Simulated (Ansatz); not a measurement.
Li2O (Fm-3m) from LDA to hybrids

Measured values to be reproduced:
- Raman mode: about 520 cm⁻¹ (T2g; Raman spectroscopy; powder; reference compound quoted in passing for comparison; spectrum shown only in the supplementary information; “Metastable Cation-Disordered Niobium Tungsten Oxides as Li-ion Battery Anode Materials”, 2023, arxiv:2306.08735)

The calculated numbers come from Ansatz 0.2.0. Spin-unpolarised throughout.

Structure: a 3-atom cell of Li2O started from a crystallographic database, at its r2SCAN minimum. Space group Fm-3m (No. 225), cubic; conventional cell a = 4.573 Å, 7.97 Å³ an atom. Li is surrounded by 4 O at 1.98 Å; O is surrounded by 8 Li at 1.98 Å.

Relaxed lattice by functional, symmetry kept:
```tsv
functional	k mesh	a (Å)	volume (Å³/atom)
PBE	8×8×8	4.626	8.25
r2SCAN	8×8×8	4.573	7.97
PBEsol	8×8×8	4.580	8.01
LDA	8×8×8	4.494	7.56
HSE06	6×6×6	4.567	7.94
```

On this one geometry the levels give:
```json
{"level": "LDA", "k mesh": "10×10×10", "gap (eV)": "4.86", "kind": "indirect", "edges": "Γ → X", "least direct gap (eV)": "5.47"}
{"level": "PBE", "k mesh": "10×10×10", "gap (eV)": "5.05", "kind": "indirect", "edges": "Γ → X", "least direct gap (eV)": "5.49"}
{"level": "r2SCAN", "k mesh": "10×10×10", "gap (eV)": "5.77", "kind": "indirect", "edges": "Γ → X", "least direct gap (eV)": "6.20"}
{"level": "r2SCANh", "k mesh": "6×6×6", "gap (eV)": "6.59", "kind": "indirect", "edges": "Γ → X", "least direct gap (eV)": "7.05"}
{"level": "HSE06", "k mesh": "6×6×6", "gap (eV)": "6.65", "kind": "indirect", "edges": "Γ → X", "least direct gap (eV)": "7.16"}
{"level": "DDH-PBE0", "k mesh": "6×6×6", "gap (eV)": "8.28", "kind": "indirect", "edges": "Γ → X", "least direct gap (eV)": "8.82"}
{"level": "PBE0", "k mesh": "6×6×6", "gap (eV)": "7.39", "kind": "indirect", "edges": "Γ → X", "least direct gap (eV)": "7.89"}
{"level": "r2SCAN0", "k mesh": "6×6×6", "gap (eV)": "7.84", "kind": "indirect", "edges": "Γ → X", "least direct gap (eV)": "8.35"}
{"level": "G0W0@PBE (71 empty bands, 120 eV, 6×6×6)", "k mesh": "6×6×6", "gap (eV)": "7.16", "kind": "–", "edges": "Γ → X (mesh)", "least direct gap (eV)": "–"}
{"level": "G0W0@PBE (177 empty bands, 220 eV, 6×6×6)", "k mesh": "6×6×6", "gap (eV)": "7.40", "kind": "–", "edges": "Γ → X (mesh)", "least direct gap (eV)": "–"}
```
PBE: smearing of 0.02 eV; the others have fixed occupations.
Wave cutoffs: 420 eV, 500 eV (r2SCAN, r2SCANh, r2SCAN0).
The G0W0 gap is PBE's gap over the path plus the quasiparticle shift read on the mesh. The G0W0 figures hold for the stated bands, cutoff and mesh and aren't extrapolated.

With HSE06 the valence top lies at Γ and the conduction bottom at X, 6.65 eV higher; the smallest vertical gap, at Γ, is 7.16 eV.

r2SCAN covers 45 % of the step from PBE to HSE06, while HSE06 needs about 16 times r2SCAN's cost (on a coarser mesh). All these functionals give a gap of the same kind, indirect.

r2SCAN (ground state on 8×8×8): The electronic dielectric tensor ε∞ is 2.74 in all directions. Born charges, averaged over directions: Li +0.90, O -1.80 e. PBE (ground state on 8×8×8): The clamped-ion dielectric constant comes out as 2.91 in all directions. Born charges, averaged over directions: Li +0.90, O -1.80 e.

On the PBEsol cell (a = 4.580 Å), with PBEsol: All optical modes at Γ are real, from 444 to 535 cm⁻¹ without the longitudinal term; this says nothing of other wave vectors. With the long-range field the highest mode reaches 706 cm⁻¹. The electronic dielectric tensor ε∞ is 2.94 in all directions. With the ions relaxed, ε⁰ is 7.5 in all directions. Born charges, averaged over directions: Li +0.90, O -1.79 e.

Set against measured values:
- Raman mode at 520 cm⁻¹ (T2g): the nearest PBEsol mode at Γ lies at 535 cm⁻¹ (+2.9 %).
Reports marked as nanostructured, strained, doped, implanted or mixed samples, and transport gaps, were set aside. Modes are paired by degeneracy and infrared activity, where the label gives them, and frequency; they are harmonic.

The meshes of the hybrids are coarse, so their gaps aren't converged to the digits shown.
